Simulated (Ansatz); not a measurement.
Density of states of NbC (Fm-3m, a = 4.485 Å, b = 4.485 Å, c = 4.485 Å, α = 90.00°, β = 90.00°, γ = 90.00°), in states per eV and primitive cell, averaged over bins of 0.3 eV. Method: DFT PBE, scalar-relativistic, plane waves, PAW in Ansatz 0.2.0.

Settings: cutoff 420 eV, Γ-centred mesh 16×16×16 on the computed 2-atom cell, Gaussian smearing of 0.10 eV; no spin polarisation.

The cell is relaxed at this level. The states (both spins) are summed by tetrahedra on a 24×24×24 mesh at the self-consistent density. Energies are bin centres; the table starts no lower than −8 eV and ends at 6 eV, or lower where the solved bands end.

It is a metal at this level.

| E − E_F (eV) | total | Nb 4d | C 2p | C 2s | Nb 5s |
| --- | --- | --- | --- | --- | --- |
| -7.40 | 0.07 | 0.03 | 0.03 | 0.00 | 0.01 |
| -7.10 | 0.20 | 0.08 | 0.08 | 0.01 | 0.02 |
| -6.80 | 0.33 | 0.14 | 0.14 | 0.01 | 0.02 |
| -6.50 | 0.54 | 0.23 | 0.23 | 0.01 | 0.04 |
| -6.20 | 0.85 | 0.35 | 0.39 | 0.02 | 0.06 |
| -5.90 | 0.91 | 0.37 | 0.43 | 0.02 | 0.06 |
| -5.60 | 1.00 | 0.38 | 0.49 | 0.02 | 0.07 |
| -5.30 | 0.84 | 0.31 | 0.43 | 0.02 | 0.05 |
| -5.00 | 1.12 | 0.51 | 0.54 | 0.02 | 0.03 |
| -4.70 | 2.21 | 1.05 | 1.05 | 0.04 | 0.02 |
| -4.40 | 4.30 | 2.06 | 2.02 | 0.05 | 0.02 |
| -4.10 | 2.87 | 1.44 | 1.32 | 0.02 | 0.01 |
| -3.80 | 1.36 | 0.73 | 0.59 | 0.01 | 0.00 |
| -3.50 | 0.94 | 0.49 | 0.42 | 0.01 | 0.00 |
| -3.20 | 0.72 | 0.36 | 0.34 | 0.01 | 0.00 |
| -2.90 | 0.57 | 0.27 | 0.28 | 0.01 | 0.00 |
| -2.60 | 0.45 | 0.21 | 0.23 | 0.00 | 0.00 |
| -2.30 | 0.36 | 0.16 | 0.20 | 0.00 | 0.00 |
| -2.00 | 0.27 | 0.11 | 0.15 | 0.00 | 0.00 |
| -1.70 | 0.30 | 0.14 | 0.15 | 0.00 | 0.00 |
| -1.40 | 0.44 | 0.22 | 0.21 | 0.00 | 0.00 |
| -1.10 | 0.59 | 0.33 | 0.24 | 0.01 | 0.00 |
| -0.80 | 0.62 | 0.38 | 0.21 | 0.01 | 0.00 |
| -0.50 | 0.65 | 0.43 | 0.19 | 0.01 | 0.00 |
| -0.20 | 0.71 | 0.50 | 0.18 | 0.01 | 0.00 |
| 0.10 | 0.76 | 0.55 | 0.18 | 0.01 | 0.01 |
| 0.40 | 0.84 | 0.62 | 0.18 | 0.02 | 0.01 |
| 0.70 | 0.94 | 0.71 | 0.19 | 0.02 | 0.01 |
| 1.00 | 1.10 | 0.84 | 0.21 | 0.02 | 0.01 |
| 1.30 | 1.19 | 0.93 | 0.20 | 0.03 | 0.01 |
| 1.60 | 1.35 | 1.07 | 0.22 | 0.03 | 0.02 |
| 1.90 | 1.96 | 1.62 | 0.25 | 0.04 | 0.02 |
| 2.20 | 1.93 | 1.60 | 0.25 | 0.04 | 0.02 |
| 2.50 | 1.52 | 1.21 | 0.24 | 0.02 | 0.02 |
| 2.80 | 1.31 | 0.90 | 0.34 | 0.01 | 0.04 |
| 3.10 | 3.62 | 2.59 | 0.85 | 0.02 | 0.11 |
| 3.40 | 1.66 | 1.21 | 0.38 | 0.02 | 0.03 |
| 3.70 | 0.50 | 0.30 | 0.16 | 0.02 | 0.01 |
| 4.00 | 0.54 | 0.30 | 0.17 | 0.03 | 0.01 |
| 4.30 | 0.56 | 0.31 | 0.17 | 0.05 | 0.01 |
| 4.60 | 0.60 | 0.32 | 0.18 | 0.06 | 0.02 |
| 4.90 | 0.63 | 0.33 | 0.18 | 0.07 | 0.02 |
| 5.20 | 0.69 | 0.34 | 0.19 | 0.09 | 0.03 |
| 5.50 | 0.74 | 0.36 | 0.19 | 0.12 | 0.03 |
| 5.80 | 0.80 | 0.37 | 0.19 | 0.14 | 0.04 |

The columns after the total are the main Löwdin projections on the occupied valence shells of the potentials; 2 others are left out. The rest of the total lies in those, in shells that are empty in the free atom, which aren't projected, and between the atoms.

Cost: 1 run of about 0.33 core-minutes, on Arm Neoverse V1 (shared hosts).